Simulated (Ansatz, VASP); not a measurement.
**Li2O in VASP and in Ansatz**

The input INCAR:

```
  PREC = Accurate
  ENCUT = 600
  EDIFF = 1E-7
  ISMEAR = 0
  SIGMA = 0.02
  LREAL = F
  LASPH = T
  NELM = 100
  ALGO = Normal
  ISIF = 3
  LWAVE = F
  LCHARG = F
  GGA = PE
  IBRION = 2
  NSW = 100
  EDIFFG = -0.01
```

KPOINTS

```
regular mesh
0
Gamma
  8 8 8
```

POSCAR

```
Li2O
1.0
    0.0000000000      2.3268544700      2.3268544700
    2.3268544700      0.0000000000      2.3268544700
    2.3268544700      2.3268544700      0.0000000000
Li O
2 1
Direct
    0.7500000000      0.7500000000      0.7500000000
    0.2500000000      0.2500000000      0.2500000000
    0.0000000000      0.0000000000      0.0000000000
```

Input for Ansatz:

```yaml
crystal:
  lattice:
    - [0.0, 2.32685447, 2.32685447]
    - [2.32685447, 0.0, 2.32685447]
    - [2.32685447, 2.32685447, 0.0]
  atoms:
    - { symbol: Li, position: [0.75, 0.75, 0.75] }
    - { symbol: Li, position: [0.25, 0.25, 0.25] }
    - { symbol: O, position: [0.0, 0.0, 0.0] }
basis:
  ecutwfc: 420
kpoints:
  mp_grid: { grid: [8, 8, 8] }
hamiltonian:
  xc: pbe
scf:
  occupations: { method: gaussian, width: 0.02 }
output:
  forces: true
  stress: true
  eigenvalues: true
  write_density: true
  write_potential: true
  elf: true
  volumetric_format: npy
relax:
  adjacent_minimum: "off"
  f_tol: 0.01
  max_steps: 80
  cell: { stress_tol: 0.05 }
```

Alike in both runs: task relaxation of cell and atoms; functional PBE; k mesh 8 × 8 × 8; occupations gaussian, width 0.02 eV; no spin polarisation.

|  | VASP | Ansatz |
| --- | --- | --- |
| version | VASP 6.6.1 | Ansatz 0.2.0 |
| potentials or method | VASP PAW PBE potentials, release 64 (Li_sv, O) | scalar-relativistic, plane waves, PAW |
| plane-wave cutoff (eV) | 600 | 420 |
| valence electrons in the cell | 12 | 12 |

Ansatz gave:

```
gap on the k mesh at the Fermi level, each at its own relaxed structure (eV) : 4.98
relaxed volume (Å³/atom)                                                     : 8.25
relaxed cell length with the largest relative difference (Å)                 : 3.271
energy change over the relaxation (meV/atom)                                 : -1
```

Problem. Which values does VASP return?

Solution. gap on the k mesh at the Fermi level, each at its own relaxed structure (eV): 4.98; relaxed volume (Å³/atom): 8.21; relaxed cell length with the largest relative difference (Å): 3.266; energy change over the relaxation (meV/atom): -1.

Caveats: the cutoff is under 1.25 times the usual one of these potentials, so pressure, stress and relaxed cells hold a basis-set (Pulay) error (VASP). PBE gaps usually lie below the measured ones, often by a third to a half. A k mesh can miss the band edges.
